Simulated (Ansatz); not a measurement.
# Hf2COS MXene monolayer in a perpendicular field, part 2 of 2

Aim: how the Hf2COS MXene monolayer screens a field along its normal, and what the field does to its bands. A positive field points along +c.

Ansatz 0.2.0; plane-wave DFT, PBE-D3(BJ), Ansatz PAW (set soft_1); PAW set soft_1.

So far. Step 2 (Relaxation): The lattice constant a goes from 3.289 to 3.330 Å.

**3. Single point, field 0**

A sawtooth potential applies the field, turning back in the middle of the vacuum. With the dipole correction the typed value is the field outside the slab. The induced dipole is small, so the SCF threshold is tight.

The cell differs from the one that the last finished run ended in (c 42.187 → 23.196 Å).

input.yaml

```yaml
crystal:
  lattice:
    - [3.33009622, 0.0, 0.0]
    - [-1.66504811, 2.8839479236, 0.0]
    - [0.0, 0.0, 23.1958710965]
  atoms:
    - { symbol: S, position: [0.3333333333, 0.6666666667, 0.3880000868] }
    - { symbol: Hf, position: [0.6666666667, 0.3333333333, 0.4567532067] }
    - { symbol: C, position: [0.0, 0.0, 0.5135482044] }
    - { symbol: Hf, position: [0.3333333333, 0.6666666667, 0.5729135639] }
    - { symbol: O, position: [0.6666666667, 0.3333333333, 0.6119999132] }
kpoints:
  mp_grid: { grid: [18, 18, 1] }
  band_path:
    path: [[0, 0, 0], [0.5, 0, 0], [0.33333333, 0.33333333, 0], [0, 0, 0]]
    npoints: 16
hamiltonian:
  xc: pbe
  dispersion: d3bj
  pseudopotentials: { kind: paw, azcp: { folder: soft_1 } }
scf:
  occupations: { method: fermi_dirac, width: 0.02585 }
  convergence: { dr2_threshold: 1.0e-10 }
efield:
  axis: 3
  dipole_correction: true
  ramp_position: 0.97
  ramp_width: 0.06
  amplitude: 0
output:
  dos: { projected: true, e_range: [-6, 5] }
  write_potential: true
  write_density: true
  volumetric_format: npy
  elf: true
```

Started as:

```sh
$ ansatz run input.yaml --threads 2 --pin off --max-ram 3072MiB --backend cpu --events-out ev --progress --plain --runs-dir out
```

Output:

```text
[...]
Crystal: 5 atoms, lattice volume = 222.769 Å³
Basis set: ecut = 420 eV, 4397 PW (Γ)
Bands: 41, of which v1, the nominal top of the filled ones, is band 34 counted from 1 (33 counted from 0)
Symmetry: 6 space group operations
[...]
k-points: 37 of 324 (time reversal used)
[...]
SCF iter   1: F=—  HF=-33176.896387 eV  |F-HF|=—  |Δ(HF+E_count)|=         —  Δρ=7.72e-2  dr2=1.85e1  ethr=3.10e-3  p=0.000 e·Å  D=2.24e-6 V/Å  ΔV_dip=-0.00 eV  dr2_dipole=3.84e-3  V_vac-E_F(+/−)=8.00/8.00 eV  ⟨swp⟩=8.9  Hψ=7076  notcnv=0
efield: sawtooth ramp at fractional position 0.9700 (set: `efield.ramp_position`, or a place that a band, a saddle search or an elastic batch's reference lends), width 0.0600; the density the first Hamiltonian is built on has a dipole p = 0.000 e·Å; the dipole correction subtracts the counter field D = 2.24e-6 V/Å, which shifts the + side's vacuum level by -0.00 eV against the − side's; the planar-averaged density in the ramp window peaks in size at 7.0e-6 e/Å³
[...]
SCF iter   2: F=—  HF=-33172.593607 eV  |F-HF|=—  |Δ(HF+E_count)|=    4.30e0  Δρ=3.67e-2  dr2=2.97e0  ethr=3.10e-3  p=-0.014 e·Å  D=-1.18e-2 V/Å  ΔV_dip=0.27 eV  dr2_dipole=4.04e-1  V_vac-E_F(+/−)=6.19/5.92 eV  ⟨swp⟩=4.2  Hψ=4002  notcnv=0  defer=59
[...]
SCF iter  12: F=-33172.095878 eV  HF=-33172.095878 eV  |F-HF|=0.00e0  |Δ(HF+E_count)|=   1.44e-9  Δρ=1.97e-7  dr2=6.22e-11  ethr=1.00e-12  p=0.071 e·Å  D=5.78e-2 V/Å  ΔV_dip=-1.34 eV  dr2_dipole=1.47e-14  V_vac-E_F(+/−)=4.64/5.98 eV  ⟨swp⟩=16.1  Hψ=7818  notcnv=0
SCF 1 converged in 12 iterations: F = -33172.095878 eV  dr2 = 6.22e-11
[...]
NSCF: frozen V_eff on 49 k-points
efield: sawtooth ramp at fractional position 0.9700 (kept from the solve that this one continues, or follows in the run), width 0.0600; the density the first Hamiltonian is built on has a dipole p = 0.071 e·Å; the dipole correction subtracts the counter field D = 5.78e-2 V/Å, which shifts the + side's vacuum level by -1.34 eV against the − side's; the planar-averaged density in the ramp window peaks in size at 7.0e-6 e/Å³
[...]
SCF converged after 12 iterations
Free energy (F): -33172.095878 eV
[...]
Internal energy: -33172.094196 eV  (E = F + TS)
E sigma→0 (E₀):  -33172.095037 eV
Entropy (-TS):   -0.001682 eV (-0.336 meV/atom)
Fermi energy:    1.155335 eV
Dipole field:    D = 0.057784 V/Å  (p = 0.071137 e·Å, saw-weighted, corrected)
Work function:   Φ+ = 4.6414 eV   Φ− = 5.9818 eV
Levels:          The Fermi level and band energies are counted from a zero that moves with the ramp; work functions are not
[...]
--- Band table (eV; the first three rows and the last of 37) ---
  k-point 0: bands = [... 30 lower, -1.0374, -0.1154, 1.3486, 1.3486, 2.7484, 2.7484, 2.8638, 4.2897, ... 3 higher]
  k-point 1: bands = [... 30 lower, -1.0294, -0.0007, 1.0007, 1.1835, 2.6646, 2.9258, 3.0826, 4.3283, ... 3 higher]
  k-point 2: bands = [... 30 lower, -1.0139, -0.0150, 0.4277, 0.8597, 2.4403, 3.2736, 3.4522, 4.3802, ... 3 higher]
  k-point 36: bands = [... 30 lower, -2.2927, -1.5798, -1.2410, -1.2051, 3.4213, 3.8953, 4.4781, 5.1054, ... 3 higher]
```

Wall time 36 s (2 threads of Arm Neoverse V1, shared host); peak memory 0.66 GiB.

Numbers from this step:

* energy at zero smearing: -33172.0950 eV
* work function, upper face: 4.641 eV
* work function, lower face: 5.982 eV
* dipole along the normal: 0.07114 e·Å
* step between the vacuum levels: -1.340 eV

Running mean over a fixed 2.8 Å (it still follows the layers) of the planar mean; the ramp of the sawtooth is left out. Table of electron's electrostatic potential energy less the Fermi level by z:

```csv
z (Å),electron's electrostatic potential energy less the Fermi level (eV)
3,5.98
4,5.98
5,5.98
6,5.95
7,5.24
8,1.07
9,-3.73
10,-7.92
11,-7.97
12,-8.26
13,-9.12
14,-6.41
15,-0.929
16,3.99
17,4.62
18,4.64
19,4.64
20,4.64
```

The density of states has structure finer than the step of the table below, so its rows give means over 0.2 eV. Peaks (eV: height): -5.75: 8.84, -5.04: 10.0, -4.76: 8.78, -3.57: 11.7, -2.66: 10.6, -2.53: 8.99, -1.56: 10.6.

Table of density of states by energy, zero at the Fermi level; means over each step:

energy (eV), density of states (states/eV a cell) and a bar:
```
     -5.8        4.6 ###################
     -5.6        2.2 ########
     -5.4        1.4 #####
     -5.2        4.1 #################
     -5.0        6.3 ###########################
     -4.8        5.4 ######################
     -4.6        2.8 ###########
     -4.4        1.4 #####
     -4.2        4.1 #################
     -4.0        2.6 ##########
     -3.8        1.6 ######
     -3.6        5.7 ########################
     -3.4        2.0 ########
     -3.2        0.9 ###
     -3.0        3.4 ##############
     -2.8        4.7 ###################
     -2.6        7.1 ##############################
     -2.4        4.2 #################
     -2.2        3.3 #############
     -2.0        2.0 #######
     -1.8        2.5 ##########
     -1.6        4.3 ##################
     -1.4        2.3 #########
     -1.2        2.6 ##########
     -1.0        2.3 #########
     -0.8        1.2 ####
     -0.6        0.6 #
     -0.4        0.4 
     -0.2        0.3 
      0.0        0.5 #
      0.2        0.8 ##
      0.4        0.8 ##
      0.6        0.9 ###
      0.8        1.1 ###
      1.0        1.2 ####
      1.2        1.6 ######
      1.4        1.6 ######
      1.6        1.0 ###
      1.8        0.8 ##
```

Projected DOS per atom over height of the atomic layer and energy from the Fermi level. Layers: S Hf C Hf O from below.

Values in states/eV, 22 rows by 5 columns, each cell a mean:
```
0.12 0.37 0.07 0.45 0.07
0.13 0.45 0.09 0.53 0.08
0.16 0.51 0.10 0.47 0.10
0.13 0.39 0.07 0.30 0.10
0.11 0.33 0.06 0.22 0.10
0.13 0.15 0.07 0.10 0.06
0.18 0.05 0.08 0.04 0.01
0.54 0.14 0.19 0.07 0.04
1.32 0.28 0.55 0.18 0.13
1.56 0.29 0.74 0.23 0.20
1.17 0.29 0.59 0.21 0.19
0.89 0.75 0.96 0.27 0.24
1.46 1.41 1.97 0.53 0.48
1.10 1.01 1.22 0.32 0.37
0.48 0.25 0.29 0.08 0.14
1.42 0.79 0.84 0.31 0.45
0.96 0.62 0.44 0.20 0.56
0.42 0.27 0.15 0.23 1.22
0.36 0.39 0.48 0.73 2.70
0.29 0.39 0.43 1.09 3.13
0.01 0.03 0.07 0.35 0.86
0.11 0.26 0.46 0.98 1.99
```
Columns: height of the atomic layer (Å) from 9 to 14.2 (not evenly spaced); rows upwards: energy from the Fermi level (eV) from -5.96 to 1.96.

The electronic bands at the labelled points (eV, zero at the Fermi level):

```csv
point,band 31,band 32,band 33,band 34,band 35,band 36,band 37,band 38
Γ,-2.19,-1.27,0.19,0.19,1.59,1.59,1.71,3.13
halfway,-2.64,-2.24,-1.22,-0.88,0.56,2.92,2.96,3.31
M,-3.10,-2.50,-1.54,-0.93,-0.04,2.76,3.83,4.40
halfway,-2.93,-2.66,-2.40,-1.74,1.18,3.14,3.30,4.31
K,-3.45,-2.74,-2.40,-2.36,2.27,2.74,3.32,3.95
halfway,-2.72,-2.25,-1.86,-1.25,1.48,1.87,3.47,3.79
Γ,-2.19,-1.27,0.19,0.19,1.59,1.59,1.71,3.13
```

Electrostatic potential energy in the ca plane at fractional y = 0.333, with atoms of Hf and O within 0.2 Å of it. With pseudopotentials it is smooth inside the atoms' cores, unlike the true potential.

Values in eV, 5 rows by 16 columns, each cell a mean:
```
  7   7   6   2 -17 -21   0  -1 -11   2   6   6   6   6   6   6
  7   7   6   2 -24 -26  -3   2 -29  -6   6   6   6   6   6   6
  7   7   6   2 -18 -22   0  -1 -12   2   6   6   6   6   6   6
  7   7   5  -1  -1  -2   0  -9  -5   4   6   6   6   6   6   6
  7   7   5  -1  -1  -1   0  -9  -5   4   6   6   6   6   6   6
```
Columns run along c (16.0 Å, from fractional 0.25 to 0.94 of the cell; values clipped at the 3rd and 97th percentile), rows up along a (3.3 Å). Atoms in or near the plane, at fractional coordinates: Hf at (0.46, 0.67), O at (0.61, 0.67).

Valence density in the ca plane at fractional y = 0.333, with atoms of Hf and O within 0.2 Å of it. It is the smooth field of the valence electrons, not physical close to the nuclei.

Ten steps, logarithmic in the rise over the least value, from '0' (0 e/Å³) to '9' (44 e/Å³), each cell a mean:
```
00000000000000000000011232110000112100000000
00000000000000000000002576310000234310000000
00000000000000000000013799510001256520000000
00000000000000000000013698410000245420000000
00000000000000000000011354210000123210000000
00000000000000000001111111111111111000000000
00000000000000000001111000111111110000000000
00000000000000000001111000111111110000000000
00000000000000000001111111111111110000000000
```
Columns run along c (16.0 Å, from fractional 0.08 to 0.77 of the cell), rows up along a (3.3 Å). Atoms in or near the plane, at fractional coordinates: Hf at (0.46, 0.67), O at (0.61, 0.67).

ELF in the ca plane at fractional y = 0.333, with atoms of Hf and O within 0.2 Å of it. It is the smooth field of the valence electrons, not physical close to the nuclei.

Ten even steps from '0' (0.00) to '9' (0.85), each cell a mean:
```
00000000000000001246642354224411268864100000
00000000000000000012213899612212798986310000
00000000000000000001115999721114875897310000
00000000000000000001114999721113887996310000
00000000000000000124432687423311489985200000
00000000000000002467863222246411135542100000
00000000000000014689986312578522211110000000
00000000000000024789997423688523210000000000
00000000000000013578985211367521112321000000
```
Columns run along c (16.0 Å, from fractional 0.08 to 0.77 of the cell), rows up along a (3.3 Å). Atoms in or near the plane, at fractional coordinates: Hf at (0.46, 0.67), O at (0.61, 0.67).

The work function of the upper face is 4.64 eV.

**4. Single point, field 0.1 V/Å**

Edit input.yaml of step 3 so:

```diff
@@ -26,7 +26,6 @@
   dipole_correction: true
-  ramp_position: 0.97
-  ramp_width: 0.06
-  amplitude: 0
+  ramp_position: 0.9372
+  ramp_width: 0.1167
+  amplitude: 0.1
 output:
-  dos: { projected: true, e_range: [-6, 5] }
   write_potential: true
@@ -34,2 +33 @@
   volumetric_format: npy
-  elf: true
```

Output:

```text
[...]
Crystal: 5 atoms, lattice volume = 222.769 Å³
Basis set: ecut = 420 eV, 4397 PW (Γ)
Bands: 41, of which v1, the nominal top of the filled ones, is band 34 counted from 1 (33 counted from 0)
Symmetry: 6 space group operations
[...]
k-points: 37 of 324 (time reversal used)
[...]
k-point 0: bands = [... 30 lower, -1.0542, -0.1352, 1.3305, 1.3305, 2.7373, 2.7373, 2.8473, 4.3221, ... 3 higher]
  k-point 1: bands = [... 30 lower, -1.0460, -0.0200, 0.9822, 1.1654, 2.6516, 2.9146, 3.0681, 4.3535, ... 3 higher]
  k-point 2: bands = [... 30 lower, -1.0302, -0.0310, 0.4056, 0.8412, 2.4272, 3.2624, 3.4381, 4.3754, ... 3 higher]
  k-point 36: bands = [... 30 lower, -2.3015, -1.5923, -1.2564, -1.2355, 3.4130, 3.8945, 4.4630, 5.0909, ... 3 higher]
[key lines of the parts left out:]
SCF converged after 13 iterations
Free energy (F): -33172.104744 eV
Fermi energy:    1.141285 eV
Dipole field:    D = 0.086233 V/Å  (p = 0.106162 e·Å, saw-weighted, corrected)
```

It took 36 s on 2 threads; peak memory 0.63 GiB.

The dipole is 0.106 e·Å, 0.0350 e·Å from its value without field.

**5. Single point, field -0.1 V/Å**

Edit input.yaml of step 4 so:

```diff
@@ -28,3 +28,3 @@
   ramp_width: 0.1167
-  amplitude: 0.1
+  amplitude: -0.1
 output:
```

Output:

```text
[...]
Crystal: 5 atoms, lattice volume = 222.769 Å³
Basis set: ecut = 420 eV, 4397 PW (Γ)
Bands: 41, of which v1, the nominal top of the filled ones, is band 34 counted from 1 (33 counted from 0)
Symmetry: 6 space group operations
[...]
k-points: 37 of 324 (time reversal used)
[...]
k-point 0: bands = [... 30 lower, -1.0331, -0.1082, 1.3543, 1.3543, 2.7469, 2.7469, 2.8674, 4.2335, ... 3 higher]
  k-point 1: bands = [... 30 lower, -1.0253, 0.0060, 1.0066, 1.1891, 2.6649, 2.9245, 3.0843, 4.2749, ... 3 higher]
  k-point 2: bands = [... 30 lower, -1.0102, -0.0117, 0.4372, 0.8657, 2.4408, 3.2721, 3.4531, 4.3557, ... 3 higher]
  k-point 36: bands = [... 30 lower, -2.2964, -1.5798, -1.2379, -1.1873, 3.4170, 3.8833, 4.4805, 5.1076, ... 3 higher]
[key lines of the parts left out:]
SCF converged after 12 iterations
Free energy (F): -33172.090517 eV
Fermi energy:    1.156776 eV
Dipole field:    D = 0.029326 V/Å  (p = 0.036104 e·Å, saw-weighted, corrected)
```

Elapsed: 37 s, on 2 threads; peak memory 0.64 GiB; 73 s of CPU time.

The dipole is 0.0361 e·Å, -0.0350 e·Å from its value without field.

**6. Response, atoms held**

This step: plane-wave DFT, PBE-D3(BJ), Ansatz PAW (set soft_1); response to a field along the normal, atoms held; PAW set soft_1 (Ansatz 0.2.0).

The dipoles give the slope, and the difference of two potentials shows where the field is screened.

This step gave:

```yaml
equivalent_conductor_thickness_p_eps_0ae: 6.600 Å
distance_between_the_outer_atoms: 5.196 Å
```

The dipole of the cell by applied field:

```csv
applied field (V/Å),dipole of the cell (e·Å)
-0.1000,0.0361
0.0000,0.0711
0.1000,0.106
```

Local field over the applied field, running mean. From the potentials at -0.1 and 0.1 V/Å; running mean over 2.5 Å. The local field over applied field by z:

```csv
z (Å),local field over applied field
4.5,0.999
5.0,0.998
5.5,0.993
6.0,0.977
6.5,0.935
7.0,0.839
7.5,0.684
8.0,0.504
8.5,0.321
9.0,0.166
9.5,0.0759
10.0,0.0456
10.5,0.0393
11.0,0.0438
11.5,0.0493
12.0,0.0533
12.5,0.0589
13.0,0.0864
13.5,0.148
14.0,0.260
14.5,0.409
15.0,0.579
15.5,0.739
16.0,0.870
16.5,0.949
17.0,0.983
17.5,0.994
18.0,0.998
18.5,1.000
19.0,1.000
```

Electrons, planar mean, per unit field. The induced electron density by z:

```csv
z (Å),induced electron density (e/Å³ per V/Å)
4.06,7.8e-7
4.49,2.3e-6
4.93,7.0e-6
5.22,1.4e-5
5.65,4.2e-5
6.09,1.2e-4
6.52,3.1e-4
6.96,7.9e-4
7.25,0.00139
7.68,0.00284
8.12,0.00390
8.55,0.00230
8.99,7.9e-4
9.42,7.2e-4
9.71,-5.6e-5
10.15,-8.0e-4
10.58,-1.8e-4
11.02,3.6e-4
11.45,1.3e-4
11.74,9.8e-5
12.18,3.2e-5
12.61,-7.2e-4
13.05,1.0e-5
13.48,-1.9e-4
13.77,-9.7e-4
14.21,-0.00156
14.64,-0.00289
15.08,-0.00316
15.51,-0.00172
15.95,-7.5e-4
16.24,-4.1e-4
16.67,-1.5e-4
17.11,-5.6e-5
17.54,-2.0e-5
17.98,-6.7e-6
18.27,-3.3e-6
18.70,-1.1e-6
19.14,-3.8e-7
```

By hand: between -0.1 and 0.1 V/Å the dipole changes by 0.07006 e·Å, a slope of 0.3503 e·Å²/V. A perfect conductor of thickness t has p = ε₀AEt, so t = 180.95 × 0.3503 / 9.604 = 6.60 Å (e/ε₀ = 180.95 V·Å, A in Å²).

The induced dipole is that of a conductor 6.60 Å thick.

**7. Results**

```yaml
gap_without_field: none
work_function_upper_face: 4.64 eV
step_between_the_vacuum_levels: -1.34 eV
equivalent_conductor_thickness_atoms_held: 6.60 Å
```

What this shows: The induced dipole equals that of a perfect conductor 6.60 Å thick, while the outer atoms lie 5.20 Å apart. The two faces differ: the vacuum level above lies 1.34 eV lower than the one below. There is no gap over 0.03 eV, with or without the field. The main runs have no spin polarisation; a magnetic state could lie lower and would change these results. Spin-orbit coupling is left out, which matters for the bands of elements this heavy. The MXene's terminations sit over the metal atoms of its far layer; the site over carbon or nitrogen, which some compounds prefer, was not run.

[Long decimals in the printed logs are rounded to 6 places.]

[Logs are printed without paths, hosts, clocks, repeated set-up lines and the standing remarks that a program may print on its own settings, such as how far it seeks lower states.]

[Hosts, paths, dates, database ids (printed as entryN), source tags and the programs' standing remarks are cut or masked in the printed files.]

[Maps of the electrostatic potential energy from Ansatz leave out the sawtooth potential of an applied field or a dipole correction, so their vacuum need not be flat; planar profiles and work functions include it.]

[The density of states shown here was stored with 400 of the rows of the run's finer table, so its peaks can read low, often by over a quarter, or be missed, and its means over a window can be off by a tenth or more.]
